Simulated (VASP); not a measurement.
# P (R-3m) in VASP: notebook, part 2 of 2

VASP 6.6.1.

### 3 Relaxation of cell and atoms, HSE06, target pressure 6 GPa, at which the enthalpy is minimised

This run uses another cell than the first one, of 14.78 Å³/atom, 0.915 times its volume.

File POSCAR:

```
P                                       
1.0
    1.6884479052      0.9748258555      2.9922900976
   -1.6884479052      0.9748258555      2.9922900976
   -0.0000000000     -1.9496517001      2.9922900972
  P             
     2
Direct
     0.2288219895603087    0.2288219895603087    0.2288219895604884
     0.7711780104396914    0.7711780104396914    0.7711780104395115
```

File INCAR.step1:

```
SYSTEM = P
PREC = Accurate
ENCUT = 520
EDIFF = 1E-5
ISMEAR = 0
SIGMA = 0.02
LREAL = .False.
LASPH = .True.
NELM = 80
ALGO = Normal
LWAVE = .True.
LCHARG = .False.
PSTRESS = 60.0
KPAR = 4
GGA = PE
```

File INCAR.step2:

```
SYSTEM = P
PREC = Accurate
ENCUT = 520
EDIFF = 1E-7
ISMEAR = 0
SIGMA = 0.02
LREAL = .False.
LASPH = .True.
NELM = 80
ALGO = Normal
ISIF = 3
LWAVE = .False.
LCHARG = .False.
GGA = PE
LHFCALC = .True.
HFSCREEN = 0.2
PRECFOCK = Fast
IBRION = 2
NSW = 80
EDIFFG = -0.01
PSTRESS = 60.0
KPAR = 4
ISTART = 1
```

File KPOINTS:

```
regular mesh
0
Gamma
  6 6 6
  0 0 0
```

Potentials or basis: VASP PAW PBE potentials, release 64 (P).

Command:

```console
> cat potpaw_PBE.64/P/POTCAR > POTCAR
> cp INCAR.step1 INCAR
> mpirun -np 4 vasp_std > vasp.out
> cp INCAR.step2 INCAR
> mpirun -np 4 vasp_std > vasp.out
```

OUTCAR:

```text
SYSTEM = P
   PREC = Accurate
   ENCUT = 520
   EDIFF = 1E-7
   ISMEAR = 0
   LREAL = .False.
   LASPH = .True.
   NELM = 80
   ISIF = 3
   GGA = PE
   LHFCALC = .True.
   HFSCREEN = 0.2
   PRECFOCK = Fast
   IBRION = 2
   NSW = 80
   EDIFFG = -0.01
   PSTRESS = 60.0
   ISTART = 1

 ion  position               nearest neighbor table
   1  0.229  0.229  0.229-   2 2.25   2 2.25   2 2.25   2 2.71   2 2.71   2 2.71
   2  0.771  0.771  0.771-   1 2.25   1 2.25   1 2.25   1 2.71   1 2.71   1 2.71

  LATTYP: Found a trigonal (rhomboedric) cell.
 ALAT       =     3.5714061384
 COS(alpha) =     0.5529801120

  Lattice vectors:

 A1 = (   1.6884479052,   0.9748258555,   2.9922900976)
 A2 = (  -1.6884479052,   0.9748258555,   2.9922900976)
 A3 = (   0.0000000000,  -1.9496517001,   2.9922900972)

Analysis of symmetry for initial positions (statically):
=====================================================================
 Subroutine PRICEL returns:
 Original cell was already a primitive cell.

 Routine SETGRP: Setting up the symmetry group for a
 trigonal (rhombohedral) supercell.

 Subroutine GETGRP returns: Found 12 space group operations
 (whereof 12 operations were pure point group operations)
 out of a pool of 12 trial point group operations.

The static configuration has the point symmetry D_3d.

Analysis of symmetry for dynamics (positions and initial velocities):
=====================================================================
 Subroutine PRICEL returns:
 Original cell was already a primitive cell.

 Routine SETGRP: Setting up the symmetry group for a
 trigonal (rhombohedral) supercell.

 Subroutine GETGRP returns: Found 12 space group operations
 (whereof 12 operations were pure point group operations)
 out of a pool of 12 trial point group operations.

The dynamic configuration has the point symmetry D_3d.

 Subroutine INISYM returns: Found 12 space group operations
 (whereof 12 operations are pure point group operations),
 and found     1 'primitive' translations

[... 126 lines left out ...]
   AEXX    =    0.2500 exact exchange contribution
   HFSCREEN=    0.2000 screening length (either q_TF or 0.3 A-1)
   HFSCREENC=   0.2000 screening length for correlation (either q_TF or 0.3 A-1)
   ENCUTFOCK=  -1.0 apply spherical cutoff to Coloumb kernel
   IVDW    =     0    specifies the selected vdW correction
   LEPSILON=     F    determine dielectric tensor
   LRPA    =     F    only Hartree local field effects (RPA)
 conjugate gradient relaxation of ions
 non-spin polarized calculation
 Gauss-broadening in eV      SIGMA  =   0.02
  energy-cutoff  :      520.00
  volume of cell :       29.55
 maximum number of plane-waves:       816
 NGX is ok and might be reduce to    28
  NGX = 16; NGY = 16; NGZ = 16

 number of electron       9.9999999 magnetization

 Free energy of the ion-electron system (eV)
  ---------------------------------------------------
  ext. energy  EPLUGINS =         0.00000000
  ---------------------------------------------------
  free energy    TOTEN  =       -12.71087718 eV

  energy without entropy =      -12.71073262  energy(sigma->0) =      -12.71080490

 E-fermi :  10.5671     XC(G=0):  -9.1938

 val. band max:       10.4660272974   @ k =   0.5000   0.0000   0.0000
 cond. band min:      10.5732374356   @ k =   0.5000   0.0000   0.0000
 fundamental gap:      0.1072101382
 Fermi energy:        10.5670870073

 k-point     1 :       0.0000    0.0000    0.0000
  band No.  band energies     occupation
      1      -9.2631      2.00000
      2       6.3544      2.00000
      3       6.5885      2.00000
      4       6.5885      2.00000
      5       7.0258      2.00000
      6      12.2028      0.00000
      7      13.5426      0.00000
      8      13.5426      0.00000
      9      16.5402      0.00000
[... 265 lines left out ...]
 k-point    24 :      -0.3333    0.5000    0.1667
  band No.  band energies     occupation
      1      -4.2881      2.00000
      2      -1.9695      2.00000
      3       0.7476      2.00000
      4       2.0343      2.00000
      5       6.9915      2.00000
      6      12.6793      0.00000
      7      13.7392      0.00000
      8      18.2766      0.00000
      9      19.0396      0.00000

 [... further k-points ...]
[... 5 lines left out ...]
  --------------------------------------------------------------------------------------
  -------------------------------------------------------------------------------------
  Total        1.1061945      1.1061945      1.1009869     -0.0000000      0.0000000     -0.0000000
  in kB       59.9753025     59.9753024     59.6929547     -0.0000000      0.0000001     -0.0000000
  external PRESSURE =      -0.1188135 kB  Pullay stress =      60.0000000 kB

 VOLUME and BASIS-vectors are now :
 -----------------------------------------------------------------------------
  energy-cutoff  :      520.00
  volume of cell :       29.55
      direct lattice vectors                 reciprocal lattice vectors
     1.688447905  0.974825856  2.992290098     0.296129954  0.170970709  0.111397399
    -1.688447905  0.974825856  2.992290098    -0.296129954  0.170970709  0.111397399
     0.000000000 -1.949651700  2.992290097     0.000000000 -0.341941417  0.111397399

 POSITION                                       TOTAL-FORCE (eV/Angst)
 -----------------------------------------------------------------------------------
      0.00000      0.00000      2.05411         0.000000     -0.000000     -0.000672
      0.00000      0.00000      6.92276         0.000000      0.000000      0.000672
 -----------------------------------------------------------------------------------
    total drift:                                0.000000     -0.000000     -0.000000

  FREE ENERGIE OF THE ION-ELECTRON SYSTEM (eV)
  ---------------------------------------------------
  free  energy   TOTEN  =       -12.7108771786 eV

  energy  without entropy=      -12.7107326167  energy(sigma->0) =      -12.71080490

  enthalpy is  TOTEN    =       -11.6042271050 eV   P V=        1.1066500736

 reached required accuracy - stopping structural energy minimisation
```

OSZICAR.step1:

```text
N       E                     dE             d eps       ncg     rms          rms(c)
DAV:   1     0.259083523236E+02    0.25908E+02   -0.48225E+03   576   0.972E+02
DAV:   2    -0.968461285438E+01   -0.35593E+02   -0.34614E+02   880   0.132E+02
DAV:   3    -0.106314269554E+02   -0.94681E+00   -0.94404E+00   699   0.240E+01
DAV:   4    -0.106369853414E+02   -0.55584E-02   -0.55516E-02   874   0.198E+00
DAV:   5    -0.106369982851E+02   -0.12944E-04   -0.12943E-04   698   0.704E-02    0.783E+00
DAV:   6    -0.106098108664E+02    0.27187E-01   -0.16576E-02   711   0.871E-01    0.466E+00
DAV:   7    -0.105978498778E+02    0.11961E-01   -0.27037E-02   708   0.121E+00    0.127E-01
DAV:   8    -0.105977864701E+02    0.63408E-04   -0.25809E-03   659   0.422E-01    0.795E-02
DAV:   9    -0.105978152273E+02   -0.28757E-04   -0.12763E-04   722   0.966E-02    0.534E-02
DAV:  10    -0.105978254827E+02   -0.10255E-04   -0.83240E-06   452   0.244E-02    0.141E-02
DAV:  11    -0.105978280988E+02   -0.26161E-05   -0.37316E-06   351   0.184E-02
   1 F= -.94911780E+01 E0= -.94911066E+01  d E =-.142865E-03
```

It took 68 s on 4 MPI ranks of Intel Xeon Platinum 8488C (Sapphire Rapids), shared host; peak memory 0.24 GiB.

What came out:

```
Free energy             : -12.7109 eV
Pressure after relaxing : 6.0 GPa
Band gap on the k mesh  : none (metal or under the smearing width)
```

Final structure:
```
CELL_PARAMETERS angstrom
1.68845 0.97483 2.99229
-1.68845 0.97483 2.99229
0.00000 -1.94965 2.99229
ATOMIC_POSITIONS crystal
P 0.22882 0.22882 0.22882
P 0.77118 0.77118 0.77118
```

Caveat: the k mesh is coarse (spacing up to 0.38 Å⁻¹), so the values aren't converged, least of all with exact exchange; the relaxation stopped at its first step, so nothing moved; the cell is relaxed towards a set pressure, so the enthalpy falls and the energy may rise; the PAW data sets were made with another functional, which shifts forces and pressure a little.

### 4 Vibrations by finite differences, HSE06

This run uses another cell than the first one, of 14.78 Å³/atom, 0.915 times its volume.

File POSCAR:

```
P                                       
1.0
    1.6884479052      0.9748258555      2.9922900976
   -1.6884479052      0.9748258555      2.9922900976
    0.0000000000     -1.9496517001      2.9922900972
  P             
     2
Direct
     0.2288219895603092    0.2288219895603092    0.2288219895604868
     0.7711780104396908    0.7711780104396908    0.7711780104395132
```

File INCAR.step1:

```
SYSTEM = P
  PREC = Accurate
  ENCUT = 520
  EDIFF = 1E-5
  ISMEAR = 0
  SIGMA = 0.02
  LREAL = .False.
  LASPH = .True.
  NELM = 80
  ALGO = Normal
  ISIF = 2
  LWAVE = .True.
  LCHARG = .False.
  NBANDS = 12
  IBRION = 6
  NFREE = 2
  POTIM = 0.015
  NSW = 1
  KPAR = 4
  GGA = PE
```

File INCAR.step2:

```
SYSTEM = P
  PREC = Accurate
  ENCUT = 520
  EDIFF = 1E-8
  ISMEAR = 0
  SIGMA = 0.02
  LREAL = .False.
  LASPH = .True.
  NELM = 80
  ALGO = Normal
  ISIF = 2
  LWAVE = .False.
  LCHARG = .False.
  GGA = PE
  LHFCALC = .True.
  HFSCREEN = 0.2
  PRECFOCK = Fast
  NBANDS = 12
  IBRION = 6
  NFREE = 2
  POTIM = 0.015
  NSW = 1
  KPAR = 4
  ISTART = 1
```

File KPOINTS:

```
Automatic mesh
0
Gamma
  6 6 6
  0 0 0
```

Potentials or basis: VASP PAW PBE potentials, release 64 (P).

Command:

```console
> cat potpaw_PBE.64/P/POTCAR > POTCAR
> cp INCAR.step1 INCAR
> mpirun -np 4 vasp_std > vasp.out
> cp INCAR.step2 INCAR
> mpirun -np 4 vasp_std > vasp.out
```

OUTCAR:

```text
SYSTEM = P
   PREC = Accurate
   ENCUT = 520
   EDIFF = 1E-8
   ISMEAR = 0
   LREAL = .False.
   LASPH = .True.
   NELM = 80
   ISIF = 2
   GGA = PE
   LHFCALC = .True.
   HFSCREEN = 0.2
   PRECFOCK = Fast
   IBRION = 6
   NFREE = 2
   POTIM = 0.015
   NSW = 1
   ISTART = 1

 ion  position               nearest neighbor table
   1  0.229  0.229  0.229-   2 2.25   2 2.25   2 2.25   2 2.71   2 2.71   2 2.71
   2  0.771  0.771  0.771-   1 2.25   1 2.25   1 2.25   1 2.71   1 2.71   1 2.71

  LATTYP: Found a trigonal (rhomboedric) cell.
 ALAT       =     3.5714061384
 COS(alpha) =     0.5529801120

  Lattice vectors:

 A1 = (   1.6884479052,   0.9748258555,   2.9922900976)
 A2 = (  -1.6884479052,   0.9748258555,   2.9922900976)
 A3 = (   0.0000000000,  -1.9496517001,   2.9922900972)

Analysis of symmetry for initial positions (statically):
=====================================================================
 Subroutine PRICEL returns:
 Original cell was already a primitive cell.

 Routine SETGRP: Setting up the symmetry group for a
 trigonal (rhombohedral) supercell.

 Subroutine GETGRP returns: Found 12 space group operations
 (whereof 12 operations were pure point group operations)
 out of a pool of 12 trial point group operations.

The static configuration has the point symmetry D_3d.

Analysis of symmetry for dynamics (positions and initial velocities):
=====================================================================
 Subroutine PRICEL returns:
 Original cell was already a primitive cell.

 Routine SETGRP: Setting up the symmetry group for a
 trigonal (rhombohedral) supercell.

 Subroutine GETGRP returns: Found 12 space group operations
[... 330 lines left out ...]
      3       6.5348      2.00000
      4       6.5348      2.00000
      5       7.0134      2.00000
      6      12.1235      0.00000
      7      13.4810      0.00000
      8      13.4810      0.00000
      9      16.5924      0.00000
     10      16.5924      0.00000
     11      17.8140      0.00000
     12      17.8140      0.00000
[... 331 lines left out ...]
 k-point    24 :      -0.3333    0.5000    0.1667
  band No.  band energies     occupation
      1      -4.3349      2.00000
      2      -2.0027      2.00000
      3       0.7717      2.00000
      4       2.0320      2.00000
      5       6.9925      2.00000
      6      12.6378      0.00000
      7      13.7771      0.00000
      8      18.2194      0.00000
      9      19.0820      0.00000
     10      20.4510      0.00000
     11      23.4577      0.00000
     12      24.7734      0.00000

 [... further k-points ...]
[... 5 lines left out ...]
  --------------------------------------------------------------------------------------
  -------------------------------------------------------------------------------------
  Total        1.1703076      1.1703076      1.2448498      0.0000000      0.0000000     -0.0000000
  in kB       63.4513640     63.4513639     67.4928678      0.0000000      0.0000001     -0.0000000
  external PRESSURE =      64.7985319 kB  Pullay stress =       0.0000000 kB
[... 17 lines left out ...]
  FREE ENERGIE OF THE ION-ELECTRON SYSTEM (eV)
  ---------------------------------------------------
  free  energy   TOTEN  =       -12.7100254032 eV

  energy  without entropy=      -12.7097978588  energy(sigma->0) =      -12.70991163

 INTERNAL STRAIN TENSORS FROM DISPLACED ATOMS
 ============================================

 INTERNAL STRAIN TENSOR FOR ION    1 for displacements in x,y,z  (eV/Angst):
          X           Y           Z          XY          YZ          ZX
  --------------------------------------------------------------------------------
  x    -0.00000     0.00000     0.00000    -2.27539     0.00000     6.52811
  y    -2.27539     2.27539    -0.00000     0.00000     6.52814     0.00000
  z    -6.15440    -6.15440   -15.44094     0.00000    -0.00000     0.00000

 INTERNAL STRAIN TENSOR FOR ION    2 for displacements in x,y,z  (eV/Angst):
          X           Y           Z          XY          YZ          ZX
  --------------------------------------------------------------------------------
  x     0.00000     0.00000     0.00000     2.27539     0.00000    -6.52811
  y     2.27539    -2.27539     0.00000    -0.00000    -6.52814     0.00000
  z     6.15440     6.15440    15.44094     0.00000     0.00000     0.00000

 Eigenvectors and eigenvalues of the dynamical matrix
 ----------------------------------------------------

   1 f  =    8.640549 THz    54.290169 2PiTHz  288.217681 cm-1    35.734422 meV
             X         Y         Z           dx          dy          dz
      0.000000  0.000000  2.054105    -0.000000    0.000000    0.707107
      0.000000  0.000000  6.922765     0.000000   -0.000000   -0.707107
[... 16 lines left out ...]
   5 f  =    0.000000 THz     0.000000 2PiTHz    0.000002 cm-1     0.000000 meV
             X         Y         Z           dx          dy          dz
      0.000000  0.000000  2.054105     0.645300   -0.254013    0.138075
      0.000000  0.000000  6.922765     0.645300   -0.254013    0.138075

   6 f/i=    0.000000 THz     0.000001 2PiTHz    0.000003 cm-1     0.000000 meV
             X         Y         Z           dx          dy          dz
      0.000000  0.000000  2.054105    -0.028876    0.279385    0.648930
      0.000000  0.000000  6.922765    -0.028876    0.279385    0.648930

 ELASTIC MODULI CONTR FROM IONIC RELAXATION (kBar)
 Direction    XX          YY          ZZ          XY          YZ          ZX
 --------------------------------------------------------------------------------
 XX        -567.8314   -300.3169  -1089.0605      0.0000    383.7519     -0.0000
 YY        -300.3169   -567.8314  -1089.0605     -0.0000   -383.7519      0.0000
 ZZ       -1089.0605  -1089.0605  -2732.3739      0.0000     -0.0000     -0.0000
 XY           0.0000     -0.0000      0.0000   -133.7573     -0.0000    383.7502
 YZ         383.7519   -383.7519     -0.0000     -0.0000  -1100.9906      0.0000
 ZX          -0.0000      0.0000     -0.0000    383.7502      0.0000  -1100.9811
 --------------------------------------------------------------------------------
```

Wall time 20 min (4 MPI ranks of Intel Xeon Platinum 8488C (Sapphire Rapids), shared host); peak memory 0.29 GiB.

What came out:

```
Highest phonon frequency at Γ : 288 cm⁻¹
```

Phonon frequencies in cm⁻¹ (negative: imaginary):
| q point | frequencies |
| --- | --- |
| (0.000, 0.000, 0.000) | 0 0 0 192 192 288 |

Caveat: the k mesh is coarse (spacing up to 0.38 Å⁻¹), so the values aren't converged, least of all with exact exchange; the PAW data sets were made with another functional, which shifts forces and pressure a little.
